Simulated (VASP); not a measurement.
Wanted: the native input for a VASP 6.6.1 run.

```yaml
Task: relaxation of cell and atoms
Functional: LDA
Potentials_or_basis: VASP PAW LDA potentials, release 64 (Mg)
Cutoff: 600 eV
k_mesh: 7 × 7 × 7
Occupations: fermi-dirac, width 0.05 eV
Spin: no spin polarisation
Further_INCAR_settings: ALGO = Normal; EDIFF = 1e-07; IBRION = 2; EDIFFG = -0.005; NSW = 40; ISIF = 3
```

The structure of Mg lies in POSCAR:

```
Mg
1.0
    0.0000000000      3.4835000000      3.4835000000
    3.4835000000      0.0000000000      3.4835000000
    3.4835000000      3.4835000000      0.0000000000
Mg
3
Direct
    0.0000000000      0.0000000000      0.0000000000
    0.2500000000      0.2500000000      0.2500000000
    0.7500000000      0.7500000000      0.7500000000
```

The cell was built by a generator and needn't be a form met in nature.

These files were run (other wordings do the same):

INCAR

```
SYSTEM = Mg
PREC = Accurate
ENCUT = 600
EDIFF = 1E-7
ISMEAR = -1
SIGMA = 0.05
LREAL = .FALSE.
LASPH = .TRUE.
NELM = 100
ALGO = Normal
ISIF = 3
LWAVE = .FALSE.
LCHARG = .FALSE.
GGA = CA
IBRION = 2
NSW = 40
EDIFFG = -0.005
```

KPOINTS

```
Automatic mesh
0
G
  7 7 7
  0 0 0
```

Potentials or basis: VASP PAW LDA potentials, release 64 (Mg).

The run is started by

```console
$ cat potpaw_LDA.64/Mg/POTCAR > POTCAR
$ mpirun -np 1 vasp_std > vasp.out
```

Results of the run:

```yaml
Relaxed_volume: 26.26 Å³/atom
Relaxed_cell: a = 4.812 Å, b = 4.812 Å, c = 4.812 Å, α = 60.00°, β = 60.00°, γ = 60.00°
Space_group_after_relaxing_to_0.05_Å: Fm-3m (No. 225)
Energy_gained_by_relaxing: 10.9 meV/atom
Ionic_steps: 4
Pressure_after_relaxing: 0.0 GPa
Band_gap_on_the_k_mesh: none (metal or under the smearing width)
```

It took 15 s on 1 thread of Intel(R) Xeon(R) 6975P-C (Granite Rapids) (shared host), peak memory 0.19 GiB.
